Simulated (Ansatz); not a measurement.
The reference is KI in the rock salt structure (space group Fm-3m, No. 225; a = 7.182 Å). Axes: x, y, z lie along the cube axes.

Computed with DFT with PBE, PAW potentials and a 420 eV plane-wave cutoff in Ansatz (a first-principles code), no spin-orbit coupling.

One thing is altered: an isotropic linear strain of +3.00 %; the atoms relax in the strained cell.

Problem. Predict the stress tensor and what it implies for the stiffness.

Solution. Stress of the strained cell less that of the base (GPa, compression positive):
```
  -0.76    0.00    0.00
   0.00   -0.76    0.00
   0.00    0.00   -0.76
```

Then B = −ΔP/(ΔV/V₀) with ΔV/V₀ = 0.0927 gives secant stiffness values (nonlinear terms included at this strain): B ≈ 8.2 GPa.

As a check, the harmonic strain energy −½ V₀ Δσ:ε is 9.9 meV/atom; the computed energy rise is 11 meV/atom.

Whether these cells are dynamically stable was not tested.
